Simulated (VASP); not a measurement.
BaTiO3:

```
Ba Ti O
1.0
     3.99980    0.00000    0.00000
     0.00000    3.99980    0.00000
     0.00000    0.00000    4.01800
Ba Ti O
1 1 3
Direct
  0.00000 0.00000 0.00000
  0.50000 0.50000 0.49000
  0.50000 0.50000 0.01900
  0.50000 0.00000 0.51700
  0.00000 0.50000 0.51700
```

```yaml
Program: VASP 6.6.1
Task: relaxation of cell and atoms
Functional: r2SCAN
Potentials_or_basis: VASP PAW PBE potentials, release 64 (Ba_sv, Ti_sv, O)
Cutoff: 600 eV
k_mesh: 8 × 8 × 8
Occupations: gaussian, width 0.03 eV
Spin: no spin polarisation
```

At the start: pressure 1.0 GPa; volume 12.86 Å³/atom.

Q: Where does the relaxation end?

A: Over 14 steps the energy falls by 3.6 meV/atom and the volume is 13.08 Å³/atom (+1.8 %); space group P4mm (No. 99, to 0.05 Å).

The path:
| step | energy change (eV) | largest force (eV/Å) | pressure (GPa) | volume (Å³) |
| --- | --- | --- | --- | --- |
| 1 | 0.0000 | 0.3061 | 0.98 | 64.28 |
| 2 | -0.0077 | 0.2206 | -0.66 | 65.01 |
| 3 | -0.0080 | 0.2031 | -1.04 | 65.18 |
| 4 | -0.0126 | 0.1118 | 0.05 | 64.97 |
| 5 | -0.0127 | 0.0963 | 0.23 | 64.93 |
| 6 | -0.0145 | 0.0767 | 0.21 | 65.02 |
| 7 | -0.0164 | 0.0971 | 0.19 | 65.19 |
| 8 | -0.0165 | 0.1094 | 0.21 | 65.24 |
| 9 | -0.0174 | 0.0721 | -0.30 | 65.49 |
| 10 | -0.0174 | 0.0648 | -0.36 | 65.54 |
| 11 | -0.0178 | 0.0570 | 0.19 | 65.38 |
| 12 | -0.0178 | 0.0494 | 0.08 | 65.41 |
| 13 | -0.0179 | 0.0173 | 0.00 | 65.42 |
| 14 | -0.0179 | 0.0029 | 0.01 | 65.42 |

Final structure:
```
CELL_PARAMETERS angstrom
3.98727 0.00000 0.00000
0.00000 3.98727 0.00000
0.00000 0.00000 4.11497
ATOMIC_POSITIONS crystal
Ba 0.00000 0.00000 0.99717
Ti 0.50000 0.50000 0.47920
O 0.50000 0.50000 0.03310
O 0.50000 0.00000 0.51676
O 0.00000 0.50000 0.51676
```

Caveat: the PAW data sets were made with another functional, which shifts forces and pressure a little.
